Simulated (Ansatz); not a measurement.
## SnTe: single point with PBE

The system is SnTe.

```
Te Sn
1.0
     3.90470    0.00000    0.00000
     0.00000    3.90470    0.00000
     0.00000    0.00000    3.90470
Te Sn
1 1
Direct
  0.50000 0.50000 0.50000
  0.00000 0.00000 0.00000
```

Measurements of this composition are mostly on another form, of space group No. 225.

- Program: Ansatz 0.2.0
- Task: single point
- Functional: PBE
- Potentials or basis: Ansatz PAW
- Cutoff: 420 eV (not typed: the program's choice for these potentials)
- k mesh: 7 × 7 × 7
- Occupations: gaussian, width 0.03 eV
- Spin: no spin polarisation

The pressure is -1.1 GPa. The band gap on the k mesh is none (metal or under the smearing width).

Levels at points of the mesh, in eV from the Fermi level:
| k point | band 13 | band 14 | band 15 | band 16 | band 17 | band 18 |
| --- | --- | --- | --- | --- | --- | --- |
| (0.00, 0.00, 0.00) | -1.68 | -1.68 | -1.68 | 3.66 | 3.66 | 5.42 |

Wall time 0.95 s on 2 threads of Arm Neoverse V1 (shared host), peak memory 0.29 GiB.

Spin-orbit coupling is left out, which matters for the levels of Te.
